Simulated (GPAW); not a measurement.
Write an ASE script for GPAW 26.7.0 that does the following.

| Quantity | Value |
| --- | --- |
| Task | single point |
| Functional | PBE |
| Potentials or basis | GPAW PAW data sets (gpaw-data 1.2.1) |
| Cutoff | 450 eV |
| Basis | pw |
| k mesh | 6 × 6 × 6 |
| Occupations | fermi-dirac, width 0.05 eV |
| Spin | no spin polarisation |
| Maxiter | 120 |
| Convergence | default |

RbCl:

```
Rb Cl
1.0
     0.00000    3.27400    3.27400
     3.27400    0.00000    3.27400
     3.27400    3.27400    0.00000
Rb Cl
1 1
Direct
  0.00000 0.00000 0.00000
  0.50000 0.50000 0.50000
```

One way to write it, as run:

run.py

```python
from ase import Atoms
from ase.dft.bandgap import bandgap
from ase.io import write
from ase.units import GPa
from gpaw import GPAW, PW

atoms = Atoms(['Rb', 'Cl'],
              cell=[[0.0, 3.274, 3.274],
                    [3.274, 0.0, 3.274],
                    [3.274, 3.274, 0.0]],
              scaled_positions=[[0.0, 0.0, 0.0],
                                [0.5, 0.5, 0.5]],
              pbc=True)

calc = GPAW(mode=PW(450),
            xc='PBE',
            kpts={'size': (6, 6, 6), 'gamma': True},
            occupations={'name': 'fermi-dirac', 'width': 0.05},
            nbands=16,
            maxiter=120,
            txt='gpaw.txt')
atoms.calc = calc
energy = atoms.get_potential_energy()
forces = atoms.get_forces()
stress = atoms.get_stress()
calc.write('gs.gpw')
write('result.traj', atoms)
print(f'Energy: {energy:.6f} eV')
print('Forces (eV/A):')
print(forces.round(4))
print('Stress (GPa):', (stress / GPa).round(3))
print('Fermi level:', round(calc.get_fermi_level(), 4), 'eV')
print(f'Gap: {bandgap(calc)[0]:.4f} eV, direct: {bandgap(calc, direct=True)[0]:.4f} eV')
```

Potentials or basis: GPAW PAW data sets (gpaw-data 1.2.1), pw.

The run is started by

```bash
$ OMP_NUM_THREADS=1 python run.py
```

It gave:

* Pressure: 1.0 GPa
* Band gap on the k mesh: 5.05 eV, direct

Caveat: the cutoff is short for stress and forces, so pressures can be off by a GPa or more.

Run time: 6.6 s on 1 thread of Arm Neoverse V2, with other jobs on the host, peak memory 0.14 GiB.
